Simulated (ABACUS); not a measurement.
Input of an ABACUS 3.10.1 run:

File INPUT:

```
INPUT_PARAMETERS
suffix              GaAs
calculation         scf
basis_type          pw
pseudo_dir          ./
symmetry            1
dft_functional      GGA_X_OPTX+GGA_C_LYP
ecutwfc             84
pseudo_rcut         10
nspin               1
nbands              24
ks_solver           dav
smearing_method     fd
smearing_sigma      0.00367493
scf_thr             1e-08
scf_nmax            100
mixing_type         broyden
mixing_beta         0.7
cal_force           1
cal_stress          1
out_chg             1
kpar                4
```

The input STRU:

```
ATOMIC_SPECIES
As 74.9216 As.upf
Ga 69.7230 Ga.upf

LATTICE_CONSTANT
1.8897261246

LATTICE_VECTORS
0.0000000000 2.8268500000 2.8268500000
2.8268500000 0.0000000000 2.8268500000
2.8268500000 2.8268500000 0.0000000000

ATOMIC_POSITIONS
Cartesian

As
0.0
1
4.2402750000 4.2402750000 4.2402750000 1 1 1

Ga
0.0
1
0.0000000000 0.0000000000 0.0000000000 1 1 1
```

The input KPT:

```
K_POINTS
0
Gamma
6 6 6 0 0 0
```

Potentials or basis: PseudoDojo NC SR 0.4.1 PBE standard, plane waves.

Launch:

```console
$ OMP_NUM_THREADS=1 mpirun -np 4 abacus > log
```

(1) What does it give for the pressure?

(2) Predict the band gap on the k mesh.

Results:

(1) 5.4 GPa.

(2) 0.87 eV, direct.

Caveat: the potentials were made for another functional, which shifts forces and pressure.

**The experiment to reproduce.**

From “Evidence of valence band perturbations in GaAsN/GaAs(001): A combined variable-angle spectroscopic ellipsometry and modulated photoreflectance investigation”, 2008, arxiv:0805.2212, for a bulk crystal of GaAs at 300 K: band gap 1.412 ± 0.01 eV (direct).

Against the measured gap of GaAs, 1.412 eV (direct; 300 K; “Evidence of valence band perturbations in GaAsN/GaAs(001): A combined variable-angle spectroscopic ellipsometry and modulated photoreflectance investigation”, 2008, arxiv:0805.2212), the calculated 0.87 eV is off by -0.55 eV. 3 values of this kind are on record (1.412 to 1.51 eV); this one was drawn at random among those near their median, those with a stated uncertainty first. Spin-orbit coupling on As, Ga is left out. The value is that of OLYP on a finite k mesh, which can miss the band edges, without temperature or zero-point motion.
